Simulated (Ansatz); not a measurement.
# SrTiO3: the cell at several levels of theory, part 2 of 2

Ansatz 0.2.0, plane waves.

**4. PBEsol: cell and atoms**

The cell of step 2 is the starting point.

Input file input.yaml:

```yaml
crystal:
  lattice:
    - [3.9364351398, 0.0, 0.0]
    - [0.0, 3.9364351398, 0.0]
    - [0.0, 0.0, 3.9364351398]
  atoms:
    - { symbol: Sr, position: [0.0, 0.0, 0.0] }
    - { symbol: Ti, position: [0.5, 0.5, 0.5] }
    - { symbol: O, position: [0.5, 0.0, 0.5] }
    - { symbol: O, position: [0.5, 0.5, 0.0] }
    - { symbol: O, position: [0.0, 0.5, 0.5] }
kpoints:
  mp_grid: { grid: [6, 6, 6] }
hamiltonian:
  xc: pbesol
scf:
  occupations: { method: fermi_dirac, width: 0.02 }
relax:
  f_tol: 0.005
  cell: {}
output:
  write_density: true
  write_potential: true
  elf: true
  volumetric_format: npy
```

On the command line:

```
$ ansatz run input.yaml --threads 4 --pin off --max-ram 6451MiB --backend cpu --events-out ev --progress --plain --runs-dir out
```

The log of the run:

```text
Warning: RAYON_NUM_THREADS=4 ignored (pool sized by the plan → 4); use --threads N
Engine: ansatz 0.2.0, x86_64-unknown-linux-gnu
Pseudopotentials: kind: paw
Pseudopotential: Sr, paw, valence charge 10, recommended cutoff 420 eV (normal), Sr.paw.azcp
Pseudopotential: Ti, paw, valence charge 12, recommended cutoff 420 eV (normal), Ti.paw.azcp
Pseudopotential: O, paw, valence charge 6, recommended cutoff 420 eV (normal), O.paw.azcp
Functional definition: PBEsol
  exchange = pbesol_x
  correlation = pbesol_c
Crystal: 5 atoms, lattice volume = 60.997 Å³
Basis set: ecut = 420 eV, 1213 PW (Γ), exchange–correlation on 54×54×54 points (8 copies of the dense FFT grid, shifted against one another)
Bands: 25, of which v1, the nominal top of the filled ones, is band 20 counted from 1 (19 counted from 0)
Symmetry: 48 space group operations
Space group: Pm-3m (ITA 221), of the structure as read, at distance tolerance 3.9e-5 Å
k-points: 20 of 216
Non-local potential: Sr, projectors of the file, l = 0: 3, l = 1: 2, l = 2: 2
Non-local potential: Ti, projectors of the file, l = 0: 3, l = 1: 2, l = 2: 3, l = 3: 1
Non-local potential: O, projectors of the file, l = 0: 2, l = 1: 2, l = 2: 1
PAW form: soft (Blöchl's): semilocal exchange-correlation on the pseudo side does not see the compensation charge
PAW frozen core: Sr, regenerated for the run's functional, and the local potential with it (the file was generated under x = pbe(κ = 0.804, μ = 0.2195149727645171), c = pbe(β = 0.06672455060314922))
PAW frozen core: Ti, regenerated for the run's functional, and the local potential with it (the file was generated under x = pbe(κ = 0.804, μ = 0.2195149727645171), c = pbe(β = 0.06672455060314922))
PAW frozen core: O, regenerated for the run's functional, and the local potential with it (the file was generated under x = pbe(κ = 0.804, μ = 0.2195149727645171), c = pbe(β = 0.06672455060314922))
PAW one-centre angular grid: Sr, 110 points (default); XC on 64 Gauss nodes
PAW one-centre angular grid: Ti, 590 points (default); XC on 64 Gauss nodes
PAW one-centre angular grid: O, 110 points (default); XC on 64 Gauss nodes
Initial density: superposition of atomic densities (neutral atoms: chi_scale 0, normalization atom), corrected by the library's trained network
Initial wavefunctions: pseudopotential atomic-orbital guess
Functional: x = pbesol(κ = 0.804, μ = 0.12345679012345678), c = pbesol(β = 0.046)
SCF iter   1: F=—  HF=-7657.234330 eV  |F-HF|=—  |Δ(HF+E_count)|=         —  Δρ=1.70e-2  dr2=1.51e-1  ethr=1.77e-3  ⟨swp⟩=7.2  Hψ=2646  notcnv=0
preconditioner: auto → Resta (q_TF=auto, 2.543 Å⁻¹)  ε∞=5.7  [insulator: Δε(μ)=1.589 eV  Ē_g=12.008 eV  σ=0.020 eV  W_gap=1.00  n_scr=18 (ndim 8)  ℏωp=26.0 eV  f_vac=0.000  D(μ)=0.00/eV (n_scr^D=0)  ε∞_Penn≈5.7]
SCF iter   2: F=—  HF=-7657.204773 eV  |F-HF|=—  |Δ(HF+E_count)|=   2.96e-2  Δρ=4.29e-3  dr2=1.32e-2  ethr=3.78e-4  ⟨swp⟩=2.0  Hψ=888  notcnv=0  defer=19
SCF iter   3: F=—  HF=-7657.202804 eV  |F-HF|=—  |Δ(HF+E_count)|=   1.97e-3  Δρ=1.43e-3  dr2=1.44e-3  ethr=3.30e-5  ⟨swp⟩=2.0  Hψ=729  notcnv=0  defer=20
SCF iter   4: F=—  HF=-7657.202614 eV  |F-HF|=—  |Δ(HF+E_count)|=   1.90e-4  Δρ=1.39e-4  dr2=6.23e-6  ethr=3.60e-6  ⟨swp⟩=2.0  Hψ=722  notcnv=0  defer=20
SCF iter   5: F=—  HF=-7657.202378 eV  |F-HF|=—  |Δ(HF+E_count)|=   2.36e-4  Δρ=3.11e-5  dr2=4.11e-7  ethr=1.56e-8  ⟨swp⟩=2.0  Hψ=875  notcnv=0  defer=20
SCF iter   6: F=-7657.202379 eV  HF=-7657.202379 eV  |F-HF|=1.97e-8  |Δ(HF+E_count)|=   3.53e-7  Δρ=5.23e-6  dr2=1.71e-8  ethr=2.50e-10  ⟨swp⟩=9.6  Hψ=3427  notcnv=0
SCF 1 converged in 6 iterations: F = -7657.202379 eV  dr2 = 1.71e-8
relax step   1: F+E_penalty+E_count = -7657.20237857 eV  Δ(F+E_penalty+E_count) = +0.000e0 eV  max|allowed force component| = 3.926e-29 eV/Å  Δτ_max = 0.0000 Å  P = -5.986 GPa  Ω = 60.997 Å³  (6 SCF iters, dr2 threshold 1.00e-7 eV, accepted)
Crystal: 5 atoms, lattice volume = 59.078 Å³
Basis set: ecut = 420 eV, 1189 PW (Γ), exchange–correlation on 54×54×54 points (8 copies of the dense FFT grid, shifted against one another)
Initial density: handed on by an earlier stage of this run
Initial wavefunctions: those handed on with the density
iter 1 solved again at ethr=1.48e-5 eV; its pass at ethr=3.10e-3 eV (dr2=5.94e-3 eV) is discarded
SCF iter   1: F=—  HF=-7657.249899 eV  |F-HF|=—  |Δ(HF+E_count)|=         —  Δρ=3.85e-3  dr2=6.28e-3  ethr=1.48e-5  ⟨swp⟩=1.8  Hψ=2805  notcnv=0
preconditioner: auto → Resta (q_TF=auto, 2.557 Å⁻¹)  ε∞=5.6  [insulator: Δε(μ)=1.881 eV  Ē_g=12.329 eV  σ=0.020 eV  W_gap=1.00  n_scr=18 (ndim 8)  ℏωp=26.5 eV  f_vac=0.000  D(μ)=0.00/eV (n_scr^D=0)  ε∞_Penn≈5.6]
SCF iter   2: F=—  HF=-7657.248717 eV  |F-HF|=—  |Δ(HF+E_count)|=   1.18e-3  Δρ=1.22e-3  dr2=6.32e-4  ethr=1.48e-5  ⟨swp⟩=2.1  Hψ=797  notcnv=0
SCF iter   3: F=—  HF=-7657.248688 eV  |F-HF|=—  |Δ(HF+E_count)|=   2.89e-5  Δρ=4.10e-4  dr2=7.56e-5  ethr=1.58e-6  ⟨swp⟩=2.2  Hψ=726  notcnv=0
SCF iter   4: F=—  HF=-7657.248463 eV  |F-HF|=—  |Δ(HF+E_count)|=   2.25e-4  Δρ=7.07e-5  dr2=1.60e-6  ethr=1.89e-7  ⟨swp⟩=2.7  Hψ=883  notcnv=0
iter 5 did not close the SCF: its close was put off for the readings that it lacked (scf_convergence_deferred on its scf_iter line)
SCF iter   5: F=-7657.248464 eV  HF=-7657.248464 eV  |F-HF|=2.01e-8  |Δ(HF+E_count)|=   1.30e-6  Δρ=1.17e-5  dr2=6.08e-8  ethr=4.01e-9  ⟨swp⟩=2.0  Hψ=727  notcnv=0
SCF iter   6: F=-7657.248464 eV  HF=-7657.248464 eV  |F-HF|=1.72e-9  |Δ(HF+E_count)|=   3.56e-8  Δρ=2.45e-6  dr2=3.91e-9  ethr=1.52e-10  ⟨swp⟩=6.8  Hψ=3392  notcnv=0
SCF 2 converged in 6 iterations: F = -7657.248464 eV  dr2 = 3.91e-9
relax step   2: F+E_penalty+E_count = -7657.24846427 eV  Δ(F+E_penalty+E_count) = -4.609e-2 eV  max|allowed force component| = 3.950e-29 eV/Å  Δτ_max = 0.0000 Å  P = -0.322 GPa  Ω = 59.078 Å³  energy of the carried Pulay correction = +7.385e-3 eV  (6 SCF iters, dr2 threshold 5.00e-7 eV, accepted)
Crystal: 5 atoms, lattice volume = 58.973 Å³
iter 1 solved again at ethr=6.57e-8 eV; its pass at ethr=3.10e-3 eV (dr2=2.63e-5 eV) is discarded
SCF iter   1: F=—  HF=-7657.249220 eV  |F-HF|=—  |Δ(HF+E_count)|=         —  Δρ=2.29e-4  dr2=2.24e-5  ethr=6.57e-8  ⟨swp⟩=2.1  Hψ=2571  notcnv=0
preconditioner: auto → Resta (q_TF=auto, 2.557 Å⁻¹)  ε∞=5.6  [insulator: Δε(μ)=1.852 eV  Ē_g=12.326 eV  σ=0.020 eV  W_gap=1.00  n_scr=18 (ndim 8)  ℏωp=26.5 eV  f_vac=0.000  D(μ)=0.00/eV (n_scr^D=0)  ε∞_Penn≈5.6]
SCF iter   2: F=—  HF=-7657.248978 eV  |F-HF|=—  |Δ(HF+E_count)|=   2.42e-4  Δρ=6.50e-5  dr2=1.78e-6  ethr=5.60e-8  ⟨swp⟩=2.0  Hψ=704  notcnv=0
iter 3 did not close the SCF: its close was put off for the readings that it lacked (scf_convergence_deferred on its scf_iter line)
SCF iter   3: F=-7657.248978 eV  HF=-7657.248978 eV  |F-HF|=1.12e-8  |Δ(HF+E_count)|=   3.07e-8  Δρ=2.36e-5  dr2=2.37e-7  ethr=4.44e-9  ⟨swp⟩=2.2  Hψ=736  notcnv=0
iter 4 did not close the SCF: its close was put off for the readings that it lacked (scf_convergence_deferred on its scf_iter line)
SCF iter   4: F=-7657.248978 eV  HF=-7657.248978 eV  |F-HF|=2.86e-9  |Δ(HF+E_count)|=   6.58e-8  Δρ=4.03e-6  dr2=4.71e-9  ethr=5.93e-10  ⟨swp⟩=2.8  Hψ=920  notcnv=0
iter 5 did not close the SCF: its close was put off for the readings that it lacked (scf_convergence_deferred on its scf_iter line)
SCF iter   5: F=-7657.248978 eV  HF=-7657.248978 eV  |F-HF|=9.73e-11  |Δ(HF+E_count)|=   3.87e-9  Δρ=6.65e-7  dr2=1.91e-10  ethr=1.18e-11  ⟨swp⟩=2.0  Hψ=720  notcnv=0
SCF iter   6: F=-7657.248978 eV  HF=-7657.248978 eV  |F-HF|=5.46e-12  |Δ(HF+E_count)|=  1.34e-10  Δρ=1.52e-7  dr2=1.45e-11  ethr=1.00e-12  ⟨swp⟩=5.0  Hψ=2681  notcnv=0
SCF 3 converged in 6 iterations: F = -7657.248978 eV  dr2 = 1.45e-11
relax step   3: F+E_penalty+E_count = -7657.24897804 eV  Δ(F+E_penalty+E_count) = -5.138e-4 eV  max|allowed force component| = 1.793e-29 eV/Å  Δτ_max = 0.0000 Å  P = +0.017 GPa  Ω = 58.973 Å³  energy of the carried Pulay correction = +7.798e-3 eV  (6 SCF iters, dr2 threshold 2.60e-7 eV, accepted)
Initial wavefunctions: pseudopotential atomic-orbital guess (no wavefunctions were taken with the density)
iter 1 solved again at ethr=4.14e-7 eV; its pass at ethr=3.10e-3 eV (dr2=1.66e-4 eV) is discarded
SCF iter   1: F=—  HF=-7657.242372 eV  |F-HF|=—  |Δ(HF+E_count)|=         —  Δρ=2.70e-4  dr2=6.34e-6  ethr=4.14e-7  ⟨swp⟩=3.7  Hψ=3973  notcnv=0
preconditioner: auto → Resta (q_TF=auto, 2.557 Å⁻¹)  ε∞=5.6  [insulator: Δε(μ)=1.849 eV  Ē_g=12.325 eV  σ=0.020 eV  W_gap=1.00  n_scr=18 (ndim 8)  ℏωp=26.5 eV  f_vac=0.000  D(μ)=0.00/eV (n_scr^D=0)  ε∞_Penn≈5.6]
SCF iter   2: F=—  HF=-7657.242147 eV  |F-HF|=—  |Δ(HF+E_count)|=   2.25e-4  Δρ=1.29e-4  dr2=1.27e-6  ethr=1.59e-8  ⟨swp⟩=2.0  Hψ=889  notcnv=0
SCF iter   3: F=—  HF=-7657.242149 eV  |F-HF|=—  |Δ(HF+E_count)|=   2.43e-6  Δρ=2.94e-5  dr2=7.10e-8  ethr=3.17e-9  ⟨swp⟩=2.3  Hψ=812  notcnv=0
SCF iter   4: F=—  HF=-7657.242150 eV  |F-HF|=—  |Δ(HF+E_count)|=   1.17e-7  Δρ=1.45e-6  dr2=8.12e-10  ethr=1.78e-10  ⟨swp⟩=2.0  Hψ=692  notcnv=0
SCF iter   5: F=—  HF=-7657.242150 eV  |F-HF|=—  |Δ(HF+E_count)|=  1.46e-10  Δρ=3.32e-7  dr2=8.94e-11  ethr=2.03e-12  ⟨swp⟩=2.8  Hψ=897  notcnv=0
SCF iter   6: F=-7657.242150 eV  HF=-7657.242150 eV  |F-HF|=4.55e-12  |Δ(HF+E_count)|=  4.55e-12  Δρ=6.51e-8  dr2=2.97e-12  ethr=1.00e-12  ⟨swp⟩=6.2  Hψ=2373  notcnv=0
SCF 4 converged in 6 iterations: F = -7657.242150 eV  dr2 = 2.97e-12
relax step   4: F+E_penalty+E_count = -7657.24214957 eV  Δ(F+E_penalty+E_count) = +6.828e-3 eV  max|allowed force component| = 1.961e-29 eV/Å  Δτ_max = 0.0000 Å  P = -0.182 GPa  Ω = 58.973 Å³  stress off target by 1.82e-1 GPa  SCF on the basis re-selected at this cell (its energy is not comparable with the rows above)  (6 SCF iters)
basis re-selected at this cell: Δ(F+E_penalty+E_count) = +6.828e-3 eV, ΔP = -0.199 GPa vs the last step (what re-selecting the basis moved, of the pressure what is left beyond the Pulay correction that the steps carried, after the strain that the cell walked since its last selection, with what the two solves' SCF thresholds leave and, on support functions, any second-order correction that the steps lacked; it is no measure of the basis error at this ecutwfc). This SCF's stress stands 1.82e-1 GPa from its target on what of the cell is left free (relax.cell.stress_tol is 5.00e-2 GPa) and its largest allowed force component is 1.96e-29 eV/Å (relax.f_tol is 5.00e-3 eV/Å): not within both, so this SCF does not close the relaxation
Crystal: 5 atoms, lattice volume = 58.916 Å³
iter 1 solved again at ethr=2.04e-8 eV; its pass at ethr=3.10e-3 eV (dr2=8.16e-6 eV) is discarded
SCF iter   1: F=—  HF=-7657.242639 eV  |F-HF|=—  |Δ(HF+E_count)|=         —  Δρ=1.28e-4  dr2=6.96e-6  ethr=2.04e-8  ⟨swp⟩=2.0  Hψ=2573  notcnv=0
preconditioner: auto → Resta (q_TF=auto, 2.558 Å⁻¹)  ε∞=5.6  [insulator: Δε(μ)=1.852 eV  Ē_g=12.333 eV  σ=0.020 eV  W_gap=1.00  n_scr=18 (ndim 8)  ℏωp=26.5 eV  f_vac=0.000  D(μ)=0.00/eV (n_scr^D=0)  ε∞_Penn≈5.6]
SCF iter   2: F=—  HF=-7657.242407 eV  |F-HF|=—  |Δ(HF+E_count)|=   2.32e-4  Δρ=3.39e-5  dr2=4.74e-7  ethr=1.74e-8  ⟨swp⟩=2.0  Hψ=862  notcnv=0
iter 3 did not close the SCF: its close was put off for the readings that it lacked (scf_convergence_deferred on its scf_iter line)
SCF iter   3: F=-7657.242407 eV  HF=-7657.242407 eV  |F-HF|=4.05e-9  |Δ(HF+E_count)|=   9.13e-9  Δρ=1.26e-5  dr2=6.56e-8  ethr=1.19e-9  ⟨swp⟩=2.2  Hψ=751  notcnv=0
iter 4 did not close the SCF: its close was put off for the readings that it lacked (scf_convergence_deferred on its scf_iter line)
SCF iter   4: F=-7657.242407 eV  HF=-7657.242407 eV  |F-HF|=7.69e-10  |Δ(HF+E_count)|=   1.89e-8  Δρ=2.13e-6  dr2=1.20e-9  ethr=1.64e-10  ⟨swp⟩=2.5  Hψ=812  notcnv=0
iter 5 did not close the SCF: its close was put off for the readings that it lacked (scf_convergence_deferred on its scf_iter line)
SCF iter   5: F=-7657.242407 eV  HF=-7657.242407 eV  |F-HF|=6.91e-11  |Δ(HF+E_count)|=  8.53e-10  Δρ=3.95e-7  dr2=7.10e-11  ethr=3.01e-12  ⟨swp⟩=2.6  Hψ=885  notcnv=0
SCF iter   6: F=-7657.242407 eV  HF=-7657.242407 eV  |F-HF|=0.00e0  |Δ(HF+E_count)|=  8.46e-11  Δρ=8.99e-8  dr2=5.42e-12  ethr=1.00e-12  ⟨swp⟩=5.3  Hψ=2471  notcnv=0
SCF 5 converged in 6 iterations: F = -7657.242407 eV  dr2 = 5.42e-12
relax step   5: F+E_penalty+E_count = -7657.24240744 eV  Δ(F+E_penalty+E_count) = -2.579e-4 eV  max|allowed force component| = 1.446e-28 eV/Å  Δτ_max = 0.0000 Å  P = -0.000 GPa  Ω = 58.916 Å³  energy of the carried Pulay correction = +2.257e-4 eV  (6 SCF iters, accepted)
iter 1 solved again at ethr=4.14e-7 eV; its pass at ethr=3.10e-3 eV (dr2=1.66e-4 eV) is discarded
SCF iter   1: F=—  HF=-7657.242486 eV  |F-HF|=—  |Δ(HF+E_count)|=         —  Δρ=1.41e-5  dr2=5.52e-8  ethr=4.14e-7  ⟨swp⟩=3.7  Hψ=3973  notcnv=0
eigensolver tolerance schedule: the retry pair's looser diagonalisation over-reported the residual by 2997.68 of it (diagonalisation noise at 0.67 of the residual, at the tolerance the schedule requests for it); recorded, not acted on — ethr = c·dr2/N_el stays at c = 1.0e-1
preconditioner: auto → Resta (q_TF=auto, 2.558 Å⁻¹)  ε∞=5.6  [insulator: Δε(μ)=1.851 eV  Ē_g=12.332 eV  σ=0.020 eV  W_gap=1.00  n_scr=18 (ndim 8)  ℏωp=26.5 eV  f_vac=0.000  D(μ)=0.00/eV (n_scr^D=0)  ε∞_Penn≈5.6]
SCF iter   2: F=—  HF=-7657.242259 eV  |F-HF|=—  |Δ(HF+E_count)|=   2.27e-4  Δρ=6.92e-6  dr2=1.02e-8  ethr=1.38e-10  ⟨swp⟩=4.1  Hψ=1365  notcnv=0
SCF iter   3: F=—  HF=-7657.242259 eV  |F-HF|=—  |Δ(HF+E_count)|=  9.14e-10  Δρ=4.72e-6  dr2=5.13e-9  ethr=2.55e-11  ⟨swp⟩=1.0  Hψ=500  notcnv=0
SCF iter   4: F=—  HF=-7657.242259 eV  |F-HF|=—  |Δ(HF+E_count)|=  7.73e-10  Δρ=5.43e-7  dr2=1.82e-10  ethr=1.28e-11  ⟨swp⟩=1.4  Hψ=515  notcnv=0
SCF iter   5: F=—  HF=-7657.242259 eV  |F-HF|=—  |Δ(HF+E_count)|=  2.00e-11  Δρ=3.91e-7  dr2=7.53e-11  ethr=1.00e-12  ⟨swp⟩=1.1  Hψ=501  notcnv=0
iter 6 did not close the SCF: its close was put off for the readings that it lacked (scf_convergence_deferred on its scf_iter line)
SCF iter   6: F=-7657.242259 eV  HF=-7657.242259 eV  |F-HF|=8.19e-12  |Δ(HF+E_count)|=  8.19e-12  Δρ=2.01e-7  dr2=1.34e-11  ethr=1.00e-12  ⟨swp⟩=1.0  Hψ=500  notcnv=0
iter 7 did not close the SCF: its close was put off for the readings that it lacked (scf_convergence_deferred on its scf_iter line)
SCF iter   7: F=-7657.242259 eV  HF=-7657.242259 eV  |F-HF|=2.73e-12  |Δ(HF+E_count)|=  9.09e-13  Δρ=1.06e-7  dr2=3.70e-12  ethr=1.00e-12  ⟨swp⟩=1.0  Hψ=500  notcnv=0
iter 8 did not close the SCF: its close was put off for the readings that it lacked (scf_convergence_deferred on its scf_iter line)
SCF iter   8: F=-7657.242259 eV  HF=-7657.242259 eV  |F-HF|=1.82e-12  |Δ(HF+E_count)|=    0.00e0  Δρ=3.72e-8  dr2=4.08e-13  ethr=1.00e-12  ⟨swp⟩=1.0  Hψ=500  notcnv=0
iter 9 did not close the SCF: its close was put off for the readings that it lacked (scf_convergence_deferred on its scf_iter line)
SCF iter   9: F=-7657.242259 eV  HF=-7657.242259 eV  |F-HF|=1.82e-12  |Δ(HF+E_count)|=    0.00e0  Δρ=2.16e-8  dr2=1.50e-13  ethr=1.00e-12  ⟨swp⟩=1.0  Hψ=500  notcnv=0
SCF iter  10: F=-7657.242259 eV  HF=-7657.242259 eV  |F-HF|=2.73e-12  |Δ(HF+E_count)|=  1.82e-12  Δρ=1.11e-9  dr2=9.73e-16  ethr=1.00e-12  ⟨swp⟩=3.6  Hψ=1693  notcnv=0
SCF 6 converged in 10 iterations: F = -7657.242259 eV  dr2 = 9.73e-16
relax step   6: F+E_penalty+E_count = -7657.24225885 eV  Δ(F+E_penalty+E_count) = +1.486e-4 eV  max|allowed force component| = 8.646e-29 eV/Å  Δτ_max = 0.0000 Å  P = -0.004 GPa  Ω = 58.916 Å³  stress off target by 3.63e-3 GPa  SCF on the basis re-selected at this cell (its energy is not comparable with the rows above)  (10 SCF iters)
basis re-selected at this cell: Δ(F+E_penalty+E_count) = +1.486e-4 eV, ΔP = -0.003 GPa vs the last step (what re-selecting the basis moved, of the pressure what is left beyond the Pulay correction that the steps carried, after the strain that the cell walked since its last selection, with what the two solves' SCF thresholds leave and, on support functions, any second-order correction that the steps lacked; it is no measure of the basis error at this ecutwfc). This SCF's stress stands 3.63e-3 GPa from its target on what of the cell is left free (relax.cell.stress_tol is 5.00e-2 GPa) and its largest allowed force component is 8.65e-29 eV/Å (relax.f_tol is 5.00e-3 eV/Å): within both
SCF converged after 10 iterations
Free energy (F): -7657.242259 eV
Harris-Foulkes:  -7657.242259 eV  (|F-HF|=2.73e-12)
Internal energy: -7657.242259 eV  (E = F + TS)
E sigma→0 (E₀):  -7657.242259 eV
Fermi energy:    10.932514 eV
--- Per-component energies (eV) ---
  E_band       = -202.100208
  E_kinetic    = 1046.210710
  E_local      = -2367.055446  (includes V_loc(G=0)·N_el)
  E_nonlocal   = 351.493384
  E_hartree    = 825.559963
  E_xc         = -491.039249
  E_vxc        = -569.042051  (∫ρ·V_xc dr)
  E_paw        = -4121.204773  (= ΣΔE_a)
  E_vpaw       = -314.834325  (= ΣTr[D̂ρ^β])
  E_aug_tail   = 0.007591  (compensation charges beyond the density's cutoff)
  E_ewald      = -2901.594034
  E_core_change = 0.379595  (= ΣΔE_core)
  E_smearing   = -0.000000  (= −TS)
  E_closure    = -0.000000  (closes the sum)
  Σ components = -7657.242259   (vs F -7657.242259, Δ=0.00e0)
--- Forces (eV/Å), atoms counted from 1 ---
  atom   1  Sr     0.00000000     0.00000000     0.00000000
  atom   2  Ti     0.00000000     0.00000000    -0.00000000
  atom   3  O     -0.00000000     0.00000000    -0.00000000
  atom   4  O     -0.00000000    -0.00000000    -0.00000000
  atom   5  O      0.00000000    -0.00000000     0.00000000
  max |Σ_I F_I| component: 1.15e-28 eV/Å
--- Stress (GPa, compression-positive) ---
       -0.003633      -0.000000       0.000000
       -0.000000      -0.003633       0.000000
        0.000000       0.000000      -0.003633
  P = ⅓ Tr σ = -0.0036 GPa (-0.036 kbar)
--- Band table (eV; the first three rows and the last of 20) ---
  k-point 0: bands = ["-46.0819", "-22.5441", "-22.4691", "-22.4691", "-22.4691", "-7.3856", "-6.3718", "-6.3718", "-4.5719", "-4.5719", "-4.5719", "7.1520", "7.1520", "7.1520", "8.7956", "8.7956", "8.7956", "9.6625", "9.6625", "9.6625", "11.8548", "11.8548", "11.8548", "14.4576", "14.4576"]
  k-point 1: bands = ["-46.0816", "-22.5795", "-22.4682", "-22.4682", "-22.4462", "-7.4034", "-6.3612", "-6.3610", "-4.5591", "-4.5591", "-4.3920", "6.7938", "7.1307", "7.1307", "8.4464", "8.4464", "8.5559", "8.8854", "9.5088", "9.5088", "11.8976", "12.4536", "12.4536", "14.4662", "15.2029"]
  k-point 2: bands = ["-46.0809", "-22.6319", "-22.4665", "-22.4665", "-22.4183", "-7.5302", "-6.3400", "-6.1664", "-4.5332", "-4.5332", "-4.0937", "6.0301", "7.1025", "7.1025", "7.8425", "7.8614", "7.8614", "8.1377", "9.3395", "9.3395", "11.9867", "13.4235", "13.4235", "14.4747", "16.2530"]
  k-point 19: bands = ["-46.0777", "-22.5383", "-22.5383", "-22.5383", "-22.4771", "-5.9798", "-5.9798", "-5.9798", "-4.8626", "-4.8626", "-4.8626", "5.3016", "5.7805", "5.7805", "6.2069", "6.2069", "6.2069", "10.0040", "10.0040", "10.0040", "14.5676", "14.5676", "14.5676", "16.9414", "16.9414"]
--- Relaxed structure (4 steps of the walk, 4 accepted, 2 SCFs on fresh bases) ---
  F+E_penalty+E_count = -7657.24225885 eV   max|allowed force component| = 8.646e-29 eV/Å   (the final SCF, on the basis selected at the relaxed cell)
  cell:  # Å, volume = 58.9161 Å³
    - [3.8911491810140597, -1.3481509610710651e-33, 1.2839532962581572e-34]
    - [-1.0913603018194335e-33, 3.8911491810140597, 0.0]
    - [1.2839532962581572e-34, 0.0, 3.8911491810140597]
  atoms:
    - { symbol: Sr, position: [-4.331966393076307e-37, -5.032725657308445e-37, -4.077144835888253e-37] }
    - { symbol: Ti, position: [0.5000000000000001, 0.5000000000000001, 0.5000000000000001] }
    - { symbol: O, position: [0.5000000000000001, 1.3378131494583907e-37, 0.5000000000000001] }
    - { symbol: O, position: [0.5000000000000001, 0.5000000000000001, 3.8223232832220847e-38] }
    - { symbol: O, position: [7.135003463862935e-37, 0.5000000000000001, 0.5000000000000001] }
```

Run time: 9.6 s. Hardware: 4 threads of AMD EPYC (Zen 3), shared host; peak memory 0.41 GiB.

The path of the relaxation:

| step | energy change (meV/atom) | largest force (eV/Å) | pressure (GPa) | volume (Å³/atom) |
| --- | --- | --- | --- | --- |
| 1 | 0.0 | 0.0000 | -5.99 | 12.199 |
| 2 | -9.2 | 0.0000 | -0.32 | 11.816 |
| 3 | -9.3 | 0.0000 | 0.02 | 11.795 |
| 4 | -8.0 | 0.0000 | -0.18 | 11.795 |
| 5 | -8.0 | 0.0000 | 0.00 | 11.783 |
| 6 | -8.0 | 0.0000 | 0.00 | 11.783 |

Step 4 solves the same cell on a plane-wave basis chosen anew, so the energy can jump there without a move.

The table lists every geometry solved, with passes on a fresh basis, whose energies don't compare exactly with the rows above.

|  | before | after | change |
| --- | --- | --- | --- |
| a (Å) | 3.936 | 3.891 | -1.15 % |
| volume (Å³/atom) | 12.199 | 11.783 | -3.41 % |
| shortest distance (Å) | 1.968 | 1.946 | -1.15 % |
| space group | Pm-3m | Pm-3m | same |

**5. The cells side by side**

This closing draws on all 2 parts.

| level | a (Å) | volume (Å³/atom) | space group | SCF geometries |
| --- | --- | --- | --- | --- |
| PBE | 3.936 | 12.199 | Pm-3m | 6 |
| r2SCAN | 3.907 | 11.926 | Pm-3m | 4 |
| PBEsol | 3.891 | 11.783 | Pm-3m | 6 |

From the start to the first minimum the volume moved by +1.8 %. The volume runs from PBEsol (least) to PBE (most), a spread of 3.5 %, or 1.2 % in length if all axes shared it alike. A measured a is 3.9036 Å (powder; “Influence of Metal Oxide Particles on Bandgap of 1D Photocatalysts Based on SrTiO3/PAN Fibers”, 2020, pmc:7559362); the misses are PBE +0.8 %, r2SCAN +0.1 %, PBEsol -0.3 %. 2 values of this kind are on record (3.9036 to 3.9052 Å); this one was drawn at random. The calculation is for a static lattice, without the thermal expansion and zero-point motion that a measured cell holds.
